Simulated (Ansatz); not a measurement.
**Squeezing MgF2 (rutile type)**

```yaml
crystal:
  lattice:
    - [4.69735, 0.00000, 0.00000]
    - [0.00000, 4.69735, 0.00000]
    - [0.00000, 0.00000, 3.09327]
  atoms:
    - { symbol: Mg, position: [0.00000, 0.00000, 0.00000] }
    - { symbol: Mg, position: [0.50000, 0.50000, 0.50000] }
    - { symbol: F, position: [0.30357, 0.30357, 0.00000] }
    - { symbol: F, position: [0.69643, 0.69643, 0.00000] }
    - { symbol: F, position: [0.80357, 0.19643, 0.50000] }
    - { symbol: F, position: [0.19643, 0.80357, 0.50000] }
```

The cell comes from a relaxation on PAW files under the same functional, begun from a prototype that needn't be the stable phase.

Its volume is scaled, and at each volume shape and atoms are relaxed on PAW files; all methods then take that cell.

All numbers are PBE results (scalar-relativistic) from Ansatz 0.2.0, with a Γ-centred 7×7×10 k mesh, Fermi–Dirac smearing of 0.1 eV, no spin polarisation. Methods: LAPW: all electrons, basis error target 1 meV/atom; PAW: frozen-core files, cutoff 420 eV; crystal datasets: all electrons, by PAW datasets that the program makes for each cell; norm-conserving: pseudopotentials, cutoff 1320 eV; PAW (cutoff 800 eV): frozen-core files, cutoff 800 eV.

Energies are extrapolated to zero smearing and count from the unscaled cell; pressure is positive in compression; gaps take the mesh and a band path. No temperature or zero-point motion is included.

The structure type is held throughout; the real material can change phase at far lower pressure.

| V/V0 | V (Å³/atom) | P LAPW (GPa) | ΔE LAPW (eV/atom) | P PAW − LAPW (GPa) | ΔE PAW − LAPW (meV/atom) | gap (eV) | space group | shortest distance (Å) |
| --- | --- | --- | --- | --- | --- | --- | --- | --- |
| 1.00 | 11.38 | 0.07 | 0.000 | -0.05 | 0.0 | 6.82 | P4_2/mnm | 2.017 |
| 0.94 | 10.69 | 6.53 | 0.013 | -0.02 | -0.1 | – | P4_2/mnm | 1.965 |
| 0.88 | 10.01 | 15.51 | 0.059 | 0.01 | -0.1 | 7.71 | P4_2/mnm | 1.915 |
| 0.80 | 9.10 | 33.3 | 0.194 | 0.09 | 0.2 | 8.43 | P4_2/mnm | 1.848 |
| 0.72 | 8.19 | 61.5 | 0.457 | 0.20 | 1.1 | – | P4_2/mnm | 1.779 |
| 0.62 | 7.05 | ? | 1.090 | 0.34 | 3.0 | ? | P4_2/mnm | 1.688 |

(1) Fill in "gap (eV)" for the row "0.62".

(2) Give the missing entry: row "0.62", column "P LAPW (GPa)".

(3) Fit the Vinet equation to the LAPW pressures over the whole range, with residuals weighted by 1/(|P| + 0.03·Pmax).

(4) From the table, what is the rise of the enthalpy H = E + pV up to the last row, and how stiff is the crystal between the last two rows?

(5) At the smallest volume, how far do crystal datasets and norm-conserving and PAW (cutoff 800 eV) lie from LAPW in pressure?

(6) How do the Löwdin populations by LAPW change from the unscaled cell to the last row?

Results:

(1) 10.62.

(2) 123.6.

(3) V0 = 11.38 Å³/atom, B0 = 89.6 GPa and B0′ = 4.68, and the fit misses no point by more than 0.43 GPa. A fit over so wide a range pins B0 less well than one near rest.

(4) ΔH = 1.090 eV + (123.6 GPa × 7.05 Å³ − 0.07 GPa × 11.38 Å³) × 0.006242 eV/(GPa·Å³) = 6.53 eV/atom, of which pV makes 83 %. The mean bulk modulus there is −ΔP/Δln V = 415 GPa.

(5) crystal datasets: 0.00 GPa; norm-conserving: +1.12 GPa; PAW (cutoff 800 eV): +0.36 GPa, on a LAPW pressure of 123.6 GPa.

(6) F 2s 1.92 → 1.89, F 2p 5.84 → 5.88 electrons an atom. These are projections on the shells that the free atoms fill; 0.22 e a cell lies outside them at the start and 0.20 e at the end.
